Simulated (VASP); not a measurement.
Write the native input for VASP 6.6.1 that does the following.

```yaml
Task: band structure
Functional: TB-mBJ
Potentials_or_basis: VASP PAW PBE potentials, release 64 (C)
Cutoff: 520 eV
k_mesh: 13 × 13 × 8
Occupations: fermi-dirac, width 0.05 eV
Spin: no spin polarisation
Further_INCAR_settings: ALGO = Normal; EDIFF = 1e-06; NBANDS = 11
```

Crystal: C.

```xyz
2
Lattice="2.1273 -1.2283 0.0000 2.1273 1.2283 0.0000 -1.3791 0.0000 3.5028" Properties=species:S:1:pos:R:3 pbc="T T T"
C    -0.6699    0.0000    3.5025
C     3.5455    0.0000    0.0003
```

This is a stacking variant of graphite.

These files were run (other wordings do the same):

POSCAR

```
C
1.0
    2.1273203072     -1.2282824400      0.0000000000
    2.1273203072      1.2282824400      0.0000000000
   -1.3790696309      0.0000000000      3.5028300786
C
2
Direct
    0.1666444700      0.1666444700      0.9999069600
    0.8333555300      0.8333555300      0.0000930400
```

INCAR.step1

```
SYSTEM = C
PREC = Accurate ; ENCUT = 520
EDIFF = 1E-5 ; ISMEAR = -1
SIGMA = 0.05 ; LREAL = .False.
LASPH = .True. ; NELM = 80
ALGO = Normal ; ISIF = 2
LWAVE = .True. ; LCHARG = .False.
NBANDS = 11 ; GGA = PE
```

INCAR.step2

```
SYSTEM = C
PREC = Accurate ; ENCUT = 520
EDIFF = 1E-6 ; ISMEAR = -1
SIGMA = 0.05 ; LREAL = .False.
LASPH = .True. ; NELM = 80
ALGO = Normal ; ISIF = 2
LWAVE = .False. ; LCHARG = .False.
METAGGA = MBJ ; NBANDS = 11
ISTART = 1
```

KPOINTS

```
regular mesh
0
Gamma
  13 13 8
  0 0 0
```

KPOINTS_OPT

```
path GYFLI,I1ZF1,YX1,XGN,MG
15
line-mode
reciprocal
 0.0000000000  0.0000000000  0.0000000000  G
 0.5000000000  0.5000000000 -1.0000000000  Y

 0.5000000000  0.5000000000 -1.0000000000  Y
 0.4123194886  0.4123194886 -1.1190266490  F

 0.4123194886  0.4123194886 -1.1190266490  F
 0.5000000000  0.5000000000 -0.5000000000  L

 0.5000000000  0.5000000000 -0.5000000000  L
 0.6935932999  0.3064067001 -0.5000000000  I

 0.3064067001 -0.3064067001  0.5000000000  I1
 0.0000000000  0.0000000000  0.5000000000  Z

 0.0000000000  0.0000000000  0.5000000000  Z
 0.5876805114  0.5876805114  0.1190266490  F1

 0.5000000000  0.5000000000 -1.0000000000  Y
 0.6104897536  0.3895102464 -1.0000000000  X1

 0.3895102464 -0.3895102464  0.0000000000  X
 0.0000000000  0.0000000000  0.0000000000  G

 0.0000000000  0.0000000000  0.0000000000  G
 0.5000000000  0.0000000000 -0.5000000000  N

 0.5000000000  0.0000000000  0.0000000000  M
 0.0000000000  0.0000000000  0.0000000000  G
```

Potentials or basis: VASP PAW PBE potentials, release 64 (C).

Launch:

```console
$ cat potpaw_PBE.64/C/POTCAR > POTCAR
$ cp INCAR.step1 INCAR
$ mpirun -np 1 vasp_std > vasp.out
$ cp INCAR.step2 INCAR
$ mpirun -np 1 vasp_std > vasp.out
```

It gave:

The band gap on the k mesh is 1.01 eV, indirect (least direct gap 1.02 eV). The band gap along the path is 0.38 eV, direct.

Caveat: the mesh misses the band edges, which the band path finds closer together.

Wall time 100 s on 1 thread of Intel(R) Xeon(R) 6975P-C (Granite Rapids) (shared host), peak memory 0.21 GiB.
